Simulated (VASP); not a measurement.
InSb:

```
In Sb
1.0
    -2.94474    2.94474    1.63638
     2.94474   -2.94474    1.63638
     2.94474    2.94474   -1.63638
In Sb
1 1
Direct
  0.75000 0.25000 0.50000
  0.00000 0.00000 0.00000
```

Measurements of this composition are mostly on another form, of space group No. 216.

```yaml
Program: VASP 6.6.1
Task: relaxation of cell and atoms
Functional: r2SCAN
Dispersion: rVV10
Potentials_or_basis: VASP PAW PBE potentials, release 64 (In_d, Sb)
Cutoff: 600 eV
k_mesh: 14 × 14 × 14
Occupations: gaussian, width 0.1 eV
Spin: no spin polarisation
```

At the start: pressure -2.1 GPa; volume 28.38 Å³/atom.

Q: How do energy, volume and symmetry change on relaxing?

A: Over 8 steps the energy falls by 8.5 meV/atom and the volume is 27.18 Å³/atom (-4.2 %); space group I-4m2 (No. 119, to 0.05 Å).

The path:
| step | energy change (eV) | largest force (eV/Å) | pressure (GPa) | volume (Å³) |
| --- | --- | --- | --- | --- |
| 1 | 0.0000 | 0.0000 | -2.11 | 56.76 |
| 2 | -0.0152 | 0.0000 | 0.69 | 53.75 |
| 3 | -0.0165 | 0.0000 | 0.03 | 54.38 |
| 4 | -0.0165 | 0.0000 | -0.02 | 54.42 |
| 5 | -0.0168 | 0.0000 | -0.03 | 54.42 |
| 6 | -0.0169 | 0.0000 | -0.03 | 54.41 |
| 7 | -0.0169 | 0.0000 | -0.03 | 54.41 |
| 8 | -0.0169 | 0.0000 | 0.02 | 54.36 |

Final structure:
```
In Sb
1.0
    -2.91320    2.91320    1.60133
     2.91320   -2.91320    1.60133
     2.91320    2.91320   -1.60133
In Sb
1 1
Direct
  0.75000 0.25000 0.50000
  0.00000 0.00000 0.00000
```

Caveat: the PAW data sets were made with another functional, which shifts forces and pressure a little.
